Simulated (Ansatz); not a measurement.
# SiNi: the cost of one run

Program: Ansatz 0.2.0. Level of theory: DFT PBE, scalar-relativistic, plane waves, PAW. These are calculated values, not measurements.

1 further run of the same task is left out (set aside as unsound or not needed).

## Step 1: Starting point

Symmetry: Pnma, No. 62, orthorhombic system. Conventional cell: a = 5.154 Å, b = 3.375 Å, c = 5.620 Å, α = 90.00°, β = 90.00°, γ = 90.00°. Si (site symmetry m) has 6 Ni at 2.29 to 2.41 Å in its first shell of neighbours. Ni (site symmetry m) is surrounded by 6 Si at 2.29 to 2.41 Å.

Coordinates:

```cif
data_structure
_symmetry_space_group_name_H-M 'Pnma'
_symmetry_Int_Tables_number 62
_cell_length_a 5.1541
_cell_length_b 3.3755
_cell_length_c 5.6197
_cell_angle_alpha 90.000
_cell_angle_beta 90.000
_cell_angle_gamma 90.000
_cell_volume 97.77
loop_
_atom_site_label
_atom_site_type_symbol
_atom_site_symmetry_multiplicity
_atom_site_Wyckoff_symbol
_atom_site_fract_x
_atom_site_fract_y
_atom_site_fract_z
_atom_site_occupancy
Si1 Si 4 c 0.32125 0.75000 0.08408 1
Ni1 Ni 4 c 0.00822 0.25000 0.18849 1
```

It is the result of an earlier relaxation at this level (volume 12.22 Å³/atom; gap on the mesh: none (metal)).

## Step 2: Static run: bands, density of states and charges

File input.yaml:

```yaml
crystal:
  lattice:
    - [5.1540864075, 0.0, 0.0]
    - [0.0, 3.3754900134, 0.0]
    - [0.0, 0.0, 5.6197139366]
  atoms:
    - { symbol: Si, position: [0.3212470395, 0.75, 0.0840781282] }
    - { symbol: Si, position: [0.1787529605, 0.25, 0.5840781282] }
    - { symbol: Si, position: [0.8212470395, 0.75, 0.4159218718] }
    - { symbol: Si, position: [0.6787529605, 0.25, 0.9159218718] }
    - { symbol: Ni, position: [0.0082175816, 0.25, 0.188486932] }
    - { symbol: Ni, position: [0.4917824184, 0.75, 0.688486932] }
    - { symbol: Ni, position: [0.5082175816, 0.25, 0.311513068] }
    - { symbol: Ni, position: [0.9917824184, 0.75, 0.811513068] }
basis:
  ecutwfc: 420
kpoints:
  mp_grid: { grid: [8, 10, 6] }
  band_path:
    path:
      - [[0.0, 0.0, 0.0], [0.5, 0.0, 0.0], [0.5, 0.5, 0.0], [0.0, 0.5, 0.0], [0.0, 0.0, 0.0], [0.0, 0.0, 0.5], [0.5, 0.0, 0.5], [0.5, 0.5, 0.5], [0.0, 0.5, 0.5], [0.0, 0.0, 0.5]]
      - [[0.5, 0.0, 0.0], [0.5, 0.0, 0.5]]
      - [[0.0, 0.5, 0.0], [0.0, 0.5, 0.5]]
      - [[0.5, 0.5, 0.0], [0.5, 0.5, 0.5]]
    npoints: 14
hamiltonian:
  xc: pbe
scf:
  occupations: { method: gaussian, width: 0.1 }
  n_extra_bands: 20
output:
  forces: true
  stress: true
  eigenvalues: true
  populations: true
  dos: { projected: true, de: 0.02, nscf_kmesh: { grid: [12, 15, 9] } }
  bader: true
```

Command:

```bash
$ ansatz run input.yaml --threads 2 --pin off --max-ram 5120MiB --backend cpu --events-out ev --progress --plain --runs-dir out
```

What time and memory should one allow on 2 threads of Arm Neoverse V1, shared host?

About 2.1 min, with a peak of 1.2 GiB.
